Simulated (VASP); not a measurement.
# 3 units of PbZrO3 (001), ZrO2 faces on Al(100): relaxation and electronic structure, part 4 of 6

Aim: model 3 units of PbZrO3 (001), ZrO2 faces on Al(100) by a slab and find how far its highest filled level lies below the vacuum.

VASP 6.6.1; PBEsol with D3(BJ); plane waves and PAW (Al, Zr_sv, O, Pb).

So far. Step 4 (Potential and states of the slab): The vacuum level lies 3.67 eV above the Fermi level at the upper face; the two faces differ by 0.76 eV, the step that the slab's dipole of -0.074 e·Å makes.

**5. The slab in a field, field -0.1**

A field across the slab, with the atoms held, gives the electronic response: the dipole changes linearly with the field, and the energy has a linear term from the slab's own dipole and a quadratic one from its polarisability.

The input, INCAR:

```
SYSTEM = Zr4Al8Pb3O11
PREC = Normal
ENCUT = 400
EDIFF = 1E-06
NELM = 120
ISMEAR = -1
SIGMA = 0.1
LREAL = Auto
ALGO = Fast
GGA = PS
IVDW = 12
NBANDS = 96
LASPH = .TRUE.
LORBIT = 11
LWAVE = .FALSE.
LCHARG = .FALSE.
KPAR = 4
IDIPOL = 3
LDIPOL = .TRUE.
DIPOL = 0.5 0.5 0.519
EFIELD = -0.1
LVHAR = .TRUE.
```

The input, POSCAR:

```
Zr4Al8Pb3O11
1.0
    4.1600000000      0.0000000000      0.0000000000
    0.0000000000      4.1600000000      0.0000000000
    0.0000000000      0.0000000000     39.5341469282
Al Zr O Pb
8 4 11 3
Direct
    0.0000000000      0.5000000000      0.2333513494
    0.5000000000      0.0000000000      0.2333513494
    0.0000000000      0.0000000000      0.2836731765
    0.5000000000      0.5000000000      0.2843346035
    0.0000000000      0.5000000000      0.3337738101
    0.5000000000      0.0000000000      0.3337738101
    0.0000000000      0.0000000000      0.3799407481
    0.5000000000      0.5000000000      0.3899506913
    0.0000000000      0.0000000000      0.4584866850
    0.0000000000      0.0000000000      0.5603229853
    0.0000000000      0.0000000000      0.6627142585
    0.0000000000      0.0000000000      0.7641683495
    0.5000000000      0.0000000000      0.4583039356
    0.0000000000      0.5000000000      0.4583039356
    0.0000000000      0.0000000000      0.5076963622
    0.5000000000      0.0000000000      0.5601275376
    0.0000000000      0.5000000000      0.5601275376
    0.0000000000      0.0000000000      0.6116717200
    0.5000000000      0.0000000000      0.6631632114
    0.0000000000      0.5000000000      0.6631632114
    0.0000000000      0.0000000000      0.7157888204
    0.5000000000      0.0000000000      0.7654749708
    0.0000000000      0.5000000000      0.7654749708
    0.5000000000      0.5000000000      0.5048104483
    0.5000000000      0.5000000000      0.6121813022
    0.5000000000      0.5000000000      0.7198903348
```

The input, KPOINTS:

```
Automatic mesh
0
Gamma
8 8 1
0 0 0
```

The projector-augmented-wave data sets are Al, Zr_sv, O and Pb (PBE family, release 64).

The run is started by

```
> mpirun -np 4 vasp_std
```

The log of the run:

```text
[... set-up lines as in an earlier step ...]
 entering main loop
       N       E                     dE             d eps       ncg     rms          rms(c)
DAV:   1     0.117260309944E+04    0.11726E+04   -0.59713E+04  3120   0.110E+03
DAV:   2    -0.345519408687E+02   -0.12072E+04   -0.11479E+04  3640   0.309E+02
DAV:   3    -0.199600168030E+03   -0.16505E+03   -0.16259E+03  3752   0.110E+02
DAV:   4    -0.210923353289E+03   -0.11323E+02   -0.11301E+02  4784   0.262E+01
DAV:   5    -0.211749390135E+03   -0.82604E+00   -0.82587E+00  4576   0.491E+00    0.607E+01
RMM:   6    -0.180962943605E+03    0.30786E+02   -0.14816E+02  3319   0.291E+01    0.283E+01
RMM:   7    -0.182558316790E+03   -0.15954E+01   -0.34589E+01  4523   0.103E+01    0.141E+01
RMM:   8    -0.184825236107E+03   -0.22669E+01   -0.55666E+00  4191   0.591E+00    0.752E+00
RMM:   9    -0.241550173803E+03   -0.56725E+02   -0.67516E+01  4986   0.671E+00    0.341E+01
RMM:  10    -0.188841817357E+03    0.52708E+02   -0.64691E+00  4386   0.413E+00    0.862E+00
RMM:  11    -0.184608448359E+03    0.42334E+01   -0.28296E+00  4293   0.267E+00    0.601E+00
RMM:  12    -0.182410733226E+03    0.21977E+01   -0.71283E-01  4506   0.174E+00    0.416E+00
RMM:  13    -0.182179698891E+03    0.23103E+00   -0.62873E-01  4416   0.182E+00    0.239E+00
RMM:  14    -0.182067263959E+03    0.11243E+00   -0.24528E-01  4769   0.103E+00    0.164E+00
RMM:  15    -0.182015451100E+03    0.51813E-01   -0.61189E-02  4913   0.560E-01    0.133E+00
RMM:  16    -0.181971222513E+03    0.44229E-01   -0.39432E-02  4977   0.405E-01    0.106E+00
RMM:  17    -0.181965545771E+03    0.56767E-02   -0.13838E-02  5229   0.216E-01    0.102E+00
RMM:  18    -0.181980315615E+03   -0.14770E-01   -0.48069E-03  4917   0.144E-01    0.112E+00
RMM:  19    -0.181912582298E+03    0.67733E-01   -0.39980E-02  5136   0.365E-01    0.616E-01
WARNING in EDDRMM: call to ZHEGV failed, returncode =   8  4     90
RMM:  20    -0.181896756928E+03    0.15825E-01   -0.13709E-02  5040   0.200E-01    0.465E-01
WARNING in EDDRMM: call to ZHEGV failed, returncode =   8  4     68
RMM:  21    -0.181896081581E+03    0.67535E-03   -0.21385E-03  5175   0.900E-02    0.453E-01
RMM:  22    -0.181890717672E+03    0.53639E-02   -0.14371E-03  4944   0.714E-02    0.418E-01
RMM:  23    -0.181870570346E+03    0.20147E-01   -0.83111E-03  5194   0.155E-01    0.290E-01
RMM:  24    -0.181859617895E+03    0.10952E-01   -0.51019E-03  5068   0.114E-01    0.219E-01
RMM:  25    -0.181857367063E+03    0.22508E-02   -0.97503E-04  5066   0.566E-02    0.201E-01
RMM:  26    -0.181853516279E+03    0.38508E-02   -0.97310E-04  4962   0.538E-02    0.171E-01
RMM:  27    -0.181849110591E+03    0.44057E-02   -0.94191E-04  4996   0.494E-02    0.144E-01
RMM:  28    -0.181839356665E+03    0.97539E-02   -0.27484E-03  5145   0.797E-02    0.116E-01
WARNING in EDDRMM: call to ZHEGV failed, returncode =   8  4     75
RMM:  29    -0.181832327748E+03    0.70289E-02   -0.26716E-03  5128   0.751E-02    0.102E-01
RMM:  30    -0.181829146913E+03    0.31808E-02   -0.11855E-03  5062   0.500E-02    0.112E-01
RMM:  31    -0.181830105491E+03   -0.95858E-03   -0.15720E-04  4719   0.269E-02    0.113E-01
WARNING in EDDRMM: call to ZHEGV failed, returncode =   6  3      5
WARNING in EDDRMM: call to ZHEGV failed, returncode =   8  4     46
RMM:  32    -0.181828346423E+03    0.17591E-02   -0.23280E-04  4853   0.257E-02    0.102E-01
RMM:  33    -0.181821357316E+03    0.69891E-02   -0.43737E-03  5355   0.941E-02    0.469E-02
RMM:  34    -0.181818300603E+03    0.30567E-02   -0.40359E-03  5386   0.873E-02    0.458E-02
RMM:  35    -0.181817504578E+03    0.79603E-03   -0.19176E-03  5190   0.587E-02    0.518E-02
RMM:  36    -0.181817414638E+03    0.89940E-04   -0.55889E-04  5076   0.351E-02    0.425E-02
RMM:  37    -0.181817474311E+03   -0.59673E-04   -0.10497E-04  4577   0.212E-02    0.308E-02
WARNING in EDDRMM: call to ZHEGV failed, returncode =   6  3     24
RMM:  38    -0.181817442554E+03    0.31757E-04   -0.63222E-05  4628   0.164E-02    0.178E-02
RMM:  39    -0.181817429322E+03    0.13232E-04   -0.80739E-05  4645   0.152E-02    0.184E-02
RMM:  40    -0.181817433078E+03   -0.37557E-05   -0.54080E-05  4396   0.119E-02    0.167E-02
RMM:  41    -0.181817440791E+03   -0.77132E-05   -0.28444E-05  4074   0.900E-03    0.135E-02
RMM:  42    -0.181817435997E+03    0.47940E-05   -0.11166E-05  3598   0.733E-03    0.104E-02
RMM:  43    -0.181817439600E+03   -0.36036E-05   -0.10667E-05  3585   0.643E-03    0.687E-03
WARNING in EDDRMM: call to ZHEGV failed, returncode =   8  4     12
WARNING in EDDRMM: call to ZHEGV failed, returncode =   6  3     39
RMM:  44    -0.181817440812E+03   -0.12113E-05   -0.10429E-05  3747   0.669E-03    0.651E-03
WARNING in EDDRMM: call to ZHEGV failed, returncode =   8  4     84
RMM:  45    -0.181817434671E+03    0.61406E-05   -0.12064E-05  3685   0.643E-03    0.538E-03
RMM:  46    -0.181817437515E+03   -0.28443E-05   -0.40112E-06  2931   0.429E-03    0.335E-03
RMM:  47    -0.181817438421E+03   -0.90529E-06   -0.25518E-06  2460   0.314E-03
   1 F= -.18745606E+03 E0= -.18739680E+03  d E =-.118530E+00
```

Wall time 8.4 min (4 MPI ranks of AMD EPYC 7R43, shared host); peak memory 2.3 GiB; 33 min of CPU time.

From OUTCAR (step 5):

```text
   NELECT =     150.0000    total number of electrons

 dipolmoment           0.000000      0.000000     -0.280536 electrons x Angstroem

 E-fermi :   1.7205

 k-point     1 :       0.0000    0.0000    0.0000
  band No.  band energies     occupation
    ...
     72       0.5150      1.99999
     73       0.5150      1.99999
     74       0.7607      1.99986
     75       1.7360      0.92276
     76       1.7966      0.63681
     77       2.4732      0.00108
     78       2.4732      0.00108
     79       3.3901      0.00000
     80       3.5200      0.00000
     81       3.7773      0.00000
    ...

 Edisp (eV)   -5.63863

  Total     -24.28232   -24.28232    -7.74887     0.00000    -0.00000     0.00000
  in kB     -56.86457   -56.86457   -18.14637     0.00000    -0.00000     0.00000
  external pressure =      -43.96 kB  Pullay stress =        0.00 kB

 POSITION                                       TOTAL-FORCE (eV/Angst)
 -----------------------------------------------------------------------------------
      0.00000      2.08000      9.22535        -0.000000      0.000000      0.020039
      2.08000      0.00000      9.22535        -0.000000      0.000000      0.020039
      0.00000      0.00000     11.21478        -0.000000      0.000000     -0.007742
      2.08000      2.08000     11.24093        -0.000000      0.000000      0.008099
      0.00000      2.08000     13.19546        -0.000000     -0.000000     -0.017024
      2.08000      0.00000     13.19546        -0.000000      0.000000     -0.017024
      0.00000      0.00000     15.02063        -0.000000     -0.000000     -0.002877
      2.08000      2.08000     15.41637        -0.000000      0.000000      0.037290
      0.00000      0.00000     18.12588        -0.000000      0.000000      0.020006
      0.00000      0.00000     22.15189        -0.000000      0.000000      0.120157
      0.00000      0.00000     26.19984        -0.000000      0.000000      0.031630
      0.00000      0.00000     30.21074        -0.000000     -0.000000      0.153308
      2.08000      0.00000     18.11866        -0.000000      0.000000     -0.003410
      0.00000      2.08000     18.11866         0.000000      0.000000     -0.003410
      0.00000      0.00000     20.07134        -0.000000     -0.000000     -0.099009
      2.08000      0.00000     22.14416        -0.000000      0.000000     -0.035119
      0.00000      2.08000     22.14416        -0.000000      0.000000     -0.035119
      0.00000      0.00000     24.18192        -0.000000     -0.000000     -0.022506
      2.08000      0.00000     26.21759        -0.000000      0.000000     -0.037349
      0.00000      2.08000     26.21759        -0.000000      0.000000     -0.037349
      0.00000      0.00000     28.29810        -0.000000      0.000000     -0.112107
      2.08000      0.00000     30.26240        -0.000000      0.000000     -0.079205
      0.00000      2.08000     30.26240        -0.000000     -0.000000     -0.079205
      2.08000      2.08000     19.95725         0.000000      0.000000      0.071925
      2.08000      2.08000     24.20207        -0.000000     -0.000000      0.000668
      2.08000      2.08000     28.46025        -0.000000     -0.000000      0.105294
 -----------------------------------------------------------------------------------
    total drift:                               -0.000000      0.000000     -0.011200

  FREE ENERGIE OF THE ION-ELECTRON SYSTEM (eV)
  ---------------------------------------------------
  free  energy   TOTEN  =      -187.4560647377 eV

  energy  without entropy=     -187.3375343735  energy(sigma->0) =     -187.39679956

 vacuum level on the upper side and lower side of the slab         6.457         5.520

[... 8 parts as in an earlier step ...]

[... 9 further parts left out ...]
```

Numbers from this step:

```
electronic cycles       : 47
free energy (TOTEN)     : -187.4561 eV
energy at zero smearing : -187.3968 eV
Fermi energy            : 1.720 eV
dipole moment           : 0, 0, -0.2805 e·Å
```

The planar average of the electrostatic potential oscillates, so the rows of the table below give means over windows of 2.02 Å about each position, cut where the curve ends. Its maxima inside the range that stand out by 2 % of the span (Å: eV): 6.4: 4.28, 10.2: -1.90, 12.2: -2.11, 14.2: -2.01, 16.8: 2.45, 19.1: -2.57, 21.1: 0.649, 23.2: -0.353, 25.2: -0.780, 27.2: 1.05, 29.2: -3.22. Its minima: 1.1: 3.80, 9.2: -14.1, 11.2: -14.3, 13.2: -14.3, 15.2: -12.6, 18.2: -13.9, 20.0: -8.04, 22.2: -13.5, 24.2: -7.87, 26.2: -13.5, 28.3: -8.02, 30.3: -13.8.

Zero at the Fermi level. Table of planar average of the electrostatic potential by height; means over each step:

| height (Å) | planar average of the electrostatic potential (eV) |
| --- | --- |
| 1.01 | 4.15 |
| 3.03 | 3.99 |
| 5.05 | 4.19 |
| 7.07 | 3.83 |
| 9.09 | -6.74 |
| 11.11 | -7.47 |
| 13.13 | -7.51 |
| 15.15 | -6.86 |
| 17.17 | -2.62 |
| 19.19 | -6.48 |
| 21.21 | -4.87 |
| 23.23 | -5.06 |
| 25.25 | -5.65 |
| 27.27 | -4.24 |
| 29.29 | -7.12 |
| 31.31 | -0.715 |
| 33.33 | 4.07 |
| 35.35 | 4.29 |
| 37.37 | 4.49 |
| 39.39 | 4.64 |

Force (size) by element, in eV/Å:

| element | atoms | mean | spread (r.m.s.) | least | largest |
| --- | --- | --- | --- | --- | --- |
| Al | 8 | 0.016 | 0.010 | 0.003 | 0.037 |
| Zr | 4 | 0.081 | 0.057 | 0.020 | 0.153 |
| O | 11 | 0.049 | 0.035 | 0.003 | 0.112 |
| Pb | 3 | 0.059 | 0.044 | 0.001 | 0.105 |

The atoms with the largest values:

| atom | x, y, z (Å) | force (eV/Å) |
| --- | --- | --- |
| Zr12 | 0.00, 0.00, 30.21 | 0.000, 0.000, 0.153 |
| Zr10 | 0.00, 0.00, 22.15 | 0.000, 0.000, 0.120 |
| O21 | 0.00, 0.00, 28.30 | 0.000, 0.000, -0.112 |
| Pb26 | 2.08, 2.08, 28.46 | 0.000, 0.000, 0.105 |
| O15 | 0.00, 0.00, 20.07 | 0.000, 0.000, -0.099 |
| O23 | 0.00, 2.08, 30.26 | 0.000, 0.000, -0.079 |
| O22 | 2.08, 0.00, 30.26 | 0.000, 0.000, -0.079 |
| Pb24 | 2.08, 2.08, 19.96 | 0.000, 0.000, 0.072 |

VASP counts the dipole in electrons times Å, so a positive number points the physical dipole along −c. A positive EFIELD is likewise a physical field along −c.

Energy at zero smearing: -187.39680 eV.

(Part 4 of 6 ends here.)

[Lines on the potential files, build, host, timing and source positions are cut from VASP's logs without a mark.]

[Logs are printed without paths, hosts, clocks, repeated set-up lines and the standing remarks that a program may print on its own settings, such as how far it seeks lower states.]

[Hosts, paths, dates, database ids (printed as entryN), source tags and the programs' standing remarks are cut or masked in the printed files.]

[In band tables of VASP the shares of atoms and orbitals are scaled to a sum of 1 inside the atoms' spheres.]

[Runs that stopped without an error message from VASP are left out.]
